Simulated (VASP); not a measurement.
Mo:

```
Mo
1.0
    -1.58381    1.58381    1.58381
     1.58381   -1.58381    1.58381
     1.58381    1.58381   -1.58381
Mo
1
Direct
  0.00000 0.00000 0.00000
```

```yaml
Program: VASP 6.6.1
Task: relaxation of cell and atoms
Functional: r2SCAN
Potentials_or_basis: VASP PAW PBE potentials, release 64 (Mo_sv)
Cutoff: 600 eV
k_mesh: 12 × 12 × 12
Occupations: fermi-dirac, width 0.05 eV
Spin: no spin polarisation
```

At the start: pressure -3.5 GPa; volume 15.89 Å³/atom.

Question: How do energy, volume and symmetry change on relaxing?

Answer: Over 3 steps the energy falls by 2.3 meV/atom and the volume is 15.69 Å³/atom (-1.3 %); space group Im-3m (No. 229, to 0.05 Å).

Step by step:
| step | energy change (eV) | largest force (eV/Å) | pressure (GPa) | volume (Å³) |
| --- | --- | --- | --- | --- |
| 1 | 0.0000 | 0.0000 | -3.47 | 15.89 |
| 2 | 0.0170 | 0.0000 | 11.13 | 15.11 |
| 3 | -0.0023 | 0.0000 | -0.04 | 15.69 |

Final structure:
```
Mo
1.0
    -1.57707    1.57707    1.57707
     1.57707   -1.57707    1.57707
     1.57707    1.57707   -1.57707
Mo
1
Direct
  0.00000 0.00000 0.00000
```

Caveat: the PAW data sets were made with another functional, which shifts forces and pressure a little.
